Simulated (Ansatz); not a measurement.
**Calculated field gradients at the nuclei for V2O5**

The cell is a Materials Project structure (computed, not necessarily an observed phase), atoms as given.

Space group Pmmn:1 (No. 59); a = 3.5517, b = 11.6044, c = 4.2634 Å.

| site | Wyckoff | site symmetry | x | y | z |
| --- | --- | --- | --- | --- | --- |
| V | 4e | m.. | 0.0000 | 0.1483 | 0.8886 |
| O5 | 2a | mm2 | 0.0000 | 0.0000 | 0.9936 |
| O6 | 4e | m.. | 0.0000 | 0.1467 | 0.5140 |
| O7 | 4e | m.. | 0.5000 | 0.1819 | 0.9942 |

One atom of each set is listed.

Computed with Ansatz: DFT, r2SCAN, plane waves and PAW (field gradients read without the response of the frozen cores, which leaves them typically 4 to 6 % off), scalar-relativistic, 500 eV cutoff, Γ-centred 6×2×5 k-points, Fermi–Dirac smearing 0.02 eV.

Conventions: |V_zz| ≥ |V_yy| ≥ |V_xx|, η = (V_xx − V_yy)/V_zz, C_Q = eQV_zz/h.

51V: I = 7/2, Q = -52.00 mb; O-17: I = 5/2, Q = -25.58 mb. Nuclear quadrupole moments: year-2017 set (Pyykkö).

(1) Which values are expected at the nuclei?

Answers

(1) 

```json
{"site": "V", "atoms": "4", "first shell": "5 O at 1.60–2.03 Å", "V_zz (10²¹ V/m²)": "0.81", "η": "0.07", "C_Q (MHz)": "-1.01"}
{"site": "O5", "atoms": "2", "first shell": "2 V at 1.78 Å, angle 151°", "V_zz (10²¹ V/m²)": "-6.47", "η": "0.12", "C_Q (MHz)": "4.00"}
{"site": "O6", "atoms": "4", "first shell": "1 V at 1.60 Å", "V_zz (10²¹ V/m²)": "-0.64", "η": "0.94", "C_Q (MHz)": "0.397"}
{"site": "O7", "atoms": "4", "first shell": "3 V at 1.87–2.03 Å", "V_zz (10²¹ V/m²)": "-5.56", "η": "0.75", "C_Q (MHz)": "3.44"}
```

At O5 V_zz points along the bisector of its two bonds (within 1°).

At this cell the principal stresses reach 6 GPa in size with r2SCAN, which can matter for small gradients. The largest force is 1.1 eV/Å, so the atoms aren't at the calculated equilibrium and relaxing them would move these values. Where η is near 1 the sign of V_zz means little.

Hardware: 1 thread of Intel Xeon 6975P-C (Granite Rapids) (x86_64; 16 cores open to the job, memory cap 3.0 GiB, no GPU), a shared host with a load of 0.1 a core. Wall time 23 s, CPU time 23 s, peak memory 0.92 GiB.
